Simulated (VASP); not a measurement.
# Ni in VASP: reference runs

Aim: a first look at Ni with PBE, on the cell as given.

Everything below comes from runs of VASP 6.6.1. Logs are shortened: lines on timing, memory, paths and dates and some standing lists are left out, and cuts for length are marked.

## 1. The undisturbed slab

The cell holds a slab with vacuum, 6 atoms: a = 2.500 Å, b = 2.500 Å, c = 25.207 Å, α = 90.00°, β = 90.00°, γ = 120.00°.

The slab is cut from a database's or a generator's crystal, which needn't be the stable form of the element.

## 2. Single point, PBE, collinear spin, ferromagnetic start (the (1 1 1) slab of Ni, cut from the database cell, not relaxed)

INCAR reads:

```
PREC = Accurate
ENCUT = 520
EDIFF = 1E-7
ISMEAR = -1
SIGMA = 0.05
LREAL = F
LASPH = T
NELM = 100
ALGO = Normal
ISIF = 2
LWAVE = F
LCHARG = F
ISPIN = 2
MAGMOM = 1 1 1 1 1 1
LORBIT = 11
LMAXMIX = 4
LDIPOL = T
IDIPOL = 3
DIPOL = 0.5 0.5 0.500
GGA = PE
NBANDS = 43
```

KPOINTS reads:

```
Automatic mesh
0
Gamma
  12 12 1
```

POSCAR reads:

```
Ni
1.0
    2.5002588676      0.0000000000      0.0000000000
   -1.2501294338      2.1652876954      0.0000000000
    0.0000000000      0.0000000000     25.2072640841
Ni
6
Direct
    0.6666666667      0.3333333333      0.2975332815
    0.3333333333      0.6666666667      0.3785199689
    0.0000000000      0.0000000000      0.4595066563
    0.6666666667      0.3333333333      0.5404933437
    0.3333333333      0.6666666667      0.6214800311
    0.0000000000      0.0000000000      0.7024667185
```

Potentials or basis: VASP PAW PBE potentials, release 64 (Ni).

Command:

```sh
$ cat potpaw_PBE.64/Ni/POTCAR > POTCAR
$ mpirun -np 1 vasp_std > vasp.out
```

OUTCAR:

```text
PREC = Accurate
   ENCUT = 520
   EDIFF = 1E-7
   ISMEAR = -1
   LREAL = F
   LASPH = T
   NELM = 100
   ISIF = 2
   ISPIN = 2
   LORBIT = 11
   GGA = PE

 ion  position               nearest neighbor table
   1  0.667  0.333  0.298-   2 2.50   2 2.50   2 2.50
   2  0.333  0.667  0.379-   3 2.50   1 2.50   1 2.50   3 2.50   3 2.50   1 2.50
   3  0.000  0.000  0.460-   2 2.50   4 2.50   4 2.50   2 2.50   4 2.50   2 2.50
   4  0.667  0.333  0.540-   5 2.50   3 2.50   5 2.50   3 2.50   3 2.50   5 2.50
   5  0.333  0.667  0.621-   6 2.50   4 2.50   4 2.50   6 2.50   6 2.50   4 2.50
   6  0.000  0.000  0.702-   5 2.50   5 2.50   5 2.50

  LATTYP: Found a hexagonal cell.
 ALAT       =     2.5002588676
 C/A-ratio  =    10.0818616867

  Lattice vectors:

 A1 = (   2.5002588676,   0.0000000000,   0.0000000000)
 A2 = (  -1.2501294338,   2.1652876954,   0.0000000000)
 A3 = (   0.0000000000,   0.0000000000,  25.2072640841)

Analysis of symmetry for initial positions (statically):
=====================================================================
 Subroutine PRICEL returns:
 Original cell was already a primitive cell.

 Routine SETGRP: Setting up the symmetry group for a
 hexagonal supercell.

 Subroutine GETGRP returns: Found 12 space group operations
 (whereof  6 operations were pure point group operations)
 out of a pool of 24 trial point group operations.

The static configuration has the point symmetry C_3v.
 The point group associated with its full space group is D_3d.

Analysis of symmetry for dynamics (positions and initial velocities):
=====================================================================
 Subroutine PRICEL returns:
 Original cell was already a primitive cell.

 Routine SETGRP: Setting up the symmetry group for a
 hexagonal supercell.

 Subroutine GETGRP returns: Found 12 space group operations
 (whereof  6 operations were pure point group operations)
 out of a pool of 24 trial point group operations.

The dynamic configuration has the point symmetry C_3v.
 The point group associated with its full space group is D_3d.

Analysis of structural, dynamic, and magnetic symmetry:
=====================================================================
 Subroutine PRICEL returns:
 Original cell was already a primitive cell.

 Routine SETGRP: Setting up the symmetry group for a
 hexagonal supercell.

 Subroutine GETGRP returns: Found 12 space group operations
 (whereof  6 operations were pure point group operations)
 out of a pool of 24 trial point group operations.

The overall configuration has the point symmetry C_3v.
 The point group associated with its full space group is D_3d.

 Subroutine INISYM returns: Found 12 space group operations
 (whereof  6 operations are pure point group operations),
 and found     1 'primitive' translations

----------------------------------------------------------------------------------------

                                     Primitive cell

  volume of cell :     136.4666

  direct lattice vectors                    reciprocal lattice vectors
     2.500258868  0.000000000  0.000000000     0.399958585  0.230916197  0.000000000
    -1.250129434  2.165287695  0.000000000     0.000000000  0.461832394  0.000000000
     0.000000000  0.000000000 25.207264084     0.000000000  0.000000000  0.039671104

  length of vectors
     2.500258868  2.500258868 25.207264084     0.461832394  0.461832394  0.039671104

  position of ions in fractional coordinates (direct lattice)
     0.666666667  0.333333333  0.297533282
     0.333333333  0.666666667  0.378519969
     0.000000000  0.000000000  0.459506656
     0.666666667  0.333333333  0.540493344
     0.333333333  0.666666667  0.621480031
     0.000000000  0.000000000  0.702466718

  ion indices of the primitive-cell ions
   primitive index   ion index
                 1           1
                 2           2
                 3           3
                 4           4
                 5           5
[... 48 lines left out ...]
  0.333333  0.333333  0.000000      2.000000
   k-points           NKPTS =     19   k-points in BZ     NKDIM =     19   number of bands    NBANDS=     43
   number of dos      NEDOS =    301   number of ions     NIONS =      6
   total plane-waves  NPLWV =  76800
   dimension x,y,z NGX =    20 NGY =   20 NGZ =  192
   dimension x,y,z NGXF=    40 NGYF=   40 NGZF=  384
   ions per type =               6
   NGX,Y,Z   is equivalent  to a cutoff of  13.30, 13.30, 12.66 a.u.
   NGXF,Y,Z  is equivalent  to a cutoff of  26.60, 26.60, 25.33 a.u.
 SYSTEM =  unknown system
   PREC   = accura    normal or accurate (medium, high low for compatibility)
   ISTART =      0    job   : 0-new  1-cont  2-samecut
   ICHARG =      2    charge: 1-file 2-atom 10-const
   ISPIN  =      2    spin polarized calculation?
   LNONCOLLINEAR =      F non collinear calculations
   LSORBIT =      F    spin-orbit coupling
   LASPH  =      T    aspherical Exc in radial PAW
   ENCUT  =  520.0 eV  38.22 Ry    6.18 a.u.   4.65  4.65 46.87*2*pi/ulx,y,z
   NELM   =    100;   NELMIN=  2; NELMDL= -5     # of ELM steps
   EDIFF  = 0.1E-06   stopping-criterion for ELM
   LREAL  =      F    real-space projection
   EDIFFG = 0.1E-05   stopping-criterion for IOM
   NSW    =      0    number of steps for IOM
   IBRION =     -1    ionic relax: 0-MD 1-quasi-New 2-CG
   NFREE  =      0    steps in history (QN), initial steepest desc. (CG)
   ISIF   =      2    stress and relaxation
   ISYM   =      2    0-nonsym 1-usesym 2-fastsym
   POTIM  = 0.5000    time-step for ionic-motion
   TEBEG  =    0.0;   TEEND  =   0.0 temperature during run
   PSTRESS=    0.0 pullay stress
   NELECT =      60.0000    total number of electrons
   NUPDOWN=      -1.0000    fix difference up-down
   EMIN   =  10.00;   EMAX   =-10.00  energy-range for DOS
   EFERMI =   0.00;   METHOD = LEGACY
   ISMEAR =    -1;   SIGMA  =   0.05  broadening in eV -4-tet -1-fermi 0-gaus
   EFERMI_NEDOS =   21; number of points for ismear=-14 and -15
   IALGO  =     38    algorithm
   IMIX   =      4    mixing-type and parameters
     AMIX     =   0.40;   BMIX     =  1.00
     AMIX_MAG =   1.60;   BMIX_MAG =  1.00
  volume/ion in A,a.u.               =      22.74       153.49
  Fermi-wavevector in a.u.,A,eV,Ry     =   1.244848  2.352422 21.084236  1.549648
  Thomas-Fermi vector in A             =   2.379097
   LORBIT       =     11    0 simple, 1 ext, 2 COOP (PROOUT), +10 PAW based schemes
   GGA     = PE    functional components
   LHFCALC =     F    Hartree Fock is set to
   AEXX    =    0.0000 exact exchange contribution
   IVDW    =     0    specifies the selected vdW correction
   LEPSILON=     F    determine dielectric tensor
   LRPA    =     F    only Hartree local field effects (RPA)
 spin polarized calculation
  energy-cutoff  :      520.00
  volume of cell :      136.47
 maximum number of plane-waves:      3705
 NGX is ok and might be reduce to    20
   NGX =  9   NGY =  9   NGZ = 93

 number of electron      60.0000016 magnetization       3.9045567

 dipolmoment           0.000000      0.000000      0.000003 electrons x Angstroem

 Free energy of the ion-electron system (eV)
  ---------------------------------------------------
  ext. energy  EPLUGINS =         0.00000000
  ---------------------------------------------------
  free energy    TOTEN  =       -31.53942392 eV

  energy without entropy =      -31.44261321  energy(sigma->0) =      -31.49101857

 E-fermi :   1.9302     XC(G=0):  -7.1364

 val. band max:        1.9288316979   @ k =   0.3333   0.3333   0.0000
 cond. band min:       1.9388965761   @ k =   0.4167   0.1667   0.0000
 fundamental gap:      0.0100648782
 Fermi energy:         1.9301520242

 spin component 1

 k-point     1 :       0.0000    0.0000    0.0000
  band No.  band energies     occupation
      1      -6.7503      1.00000
      2      -6.0718      1.00000
      3      -5.0449      1.00000
      4      -3.8937      1.00000
      5      -3.0719      1.00000
      6      -2.8451      1.00000
[... 844 lines left out ...]
     41       9.6595      0.00000
     42       9.6596      0.00000
 Fermi energy:         1.9301520242

 spin component 2

 k-point     1 :       0.0000    0.0000    0.0000
  band No.  band energies     occupation
      1      -6.7923      1.00000
      2      -6.1119      1.00000
      3      -5.0745      1.00000
      4      -3.8606      1.00000
      5      -2.8537      1.00000
      6      -2.4522      1.00000
[... 844 lines left out ...]
     41       9.8450      0.00000
     42       9.8450      0.00000
 [bands above 42 left out]

------------------------ aborting loop because EDIFF is reached ----------------------------------------

 vacuum level on the upper side and lower side of the slab       (xc-potential included)        -0.002        -0.003

  FORCE on cell =-STRESS in cart. coord.  units (eV):
  Direction    XX          YY          ZZ          XY          YZ          ZX
  --------------------------------------------------------------------------------------
  -------------------------------------------------------------------------------------
  Total       -2.6306671     -2.6306671     -1.7478681      0.0000000      0.0000000      0.0000000
  in kB      -30.8851836    -30.8851836    -20.5207369      0.0000000      0.0000000      0.0000000
  external PRESSURE =     -27.4303681 kB  Pullay stress =       0.0000000 kB

 VOLUME and BASIS-vectors are now :
 -----------------------------------------------------------------------------
  energy-cutoff  :      520.00
  volume of cell :      136.47
      direct lattice vectors                 reciprocal lattice vectors
     2.500258868  0.000000000  0.000000000     0.399958585  0.230916197  0.000000000
    -1.250129434  2.165287695  0.000000000     0.000000000  0.461832394  0.000000000
     0.000000000  0.000000000 25.207264084     0.000000000  0.000000000  0.039671104

 POSITION                                       TOTAL-FORCE (eV/Angst)
 -----------------------------------------------------------------------------------
      1.25013      0.72176      7.50000         0.000000     -0.000000      0.248556
     -0.00000      1.44353      9.54145         0.000000      0.000000     -0.115920
      0.00000      0.00000     11.58291         0.000000     -0.000000     -0.032613
      1.25013      0.72176     13.62436        -0.000000     -0.000000      0.032613
     -0.00000      1.44353     15.66581        -0.000000     -0.000000      0.115920
      0.00000      0.00000     17.70726        -0.000000      0.000000     -0.248556
 -----------------------------------------------------------------------------------
    total drift:                                0.000000     -0.000000      0.000539

  FREE ENERGIE OF THE ION-ELECTRON SYSTEM (eV)
  ---------------------------------------------------
  free  energy   TOTEN  =       -31.5394239183 eV

  energy  without entropy=      -31.4426132140  energy(sigma->0) =      -31.49101857

 vacuum level on the upper side and lower side of the slab         6.942         6.942

 total charge

# of ion       s       p       d       tot
------------------------------------------
    1        0.482   0.369   8.303   9.154
    2        0.487   0.481   8.306   9.274
    3        0.492   0.484   8.307   9.283
    4        0.492   0.484   8.307   9.283
    5        0.487   0.481   8.306   9.274
    6        0.482   0.369   8.303   9.154
--------------------------------------------------
tot          2.921   2.668  49.832  55.421

 magnetization (x)

# of ion       s       p       d       tot
------------------------------------------
    1       -0.008  -0.026   0.699   0.665
    2       -0.007  -0.026   0.722   0.689
    3       -0.007  -0.027   0.685   0.650
    4       -0.007  -0.027   0.685   0.650
    5       -0.007  -0.026   0.722   0.689
    6       -0.008  -0.026   0.699   0.665
--------------------------------------------------
tot         -0.043  -0.159   4.212   4.010
```

Run time: 10 min. Hardware: 1 thread of Intel Xeon Platinum 8375C at 2.90GHz (Ice Lake), shared host; peak memory 0.38 GiB.

Results:

- Free energy: -31.5394 eV
- Largest force: 0.249 eV/Å
- Band gap on the k mesh: none (metal or under the smearing width)
- Net moment: 3.90 μB per cell
- Site moments: Ni +0.67, +0.69, +0.65 μB
- Valence electrons inside the program's atomic spheres: Ni 9.15, 9.27, 9.28

Forces on the atoms (eV/Å):
```
Ni   0.000  0.000  0.249
Ni   0.000  0.000 -0.116
Ni   0.000  0.000 -0.033
Ni   0.000  0.000  0.033
Ni   0.000  0.000  0.116
Ni   0.000  0.000 -0.249
```
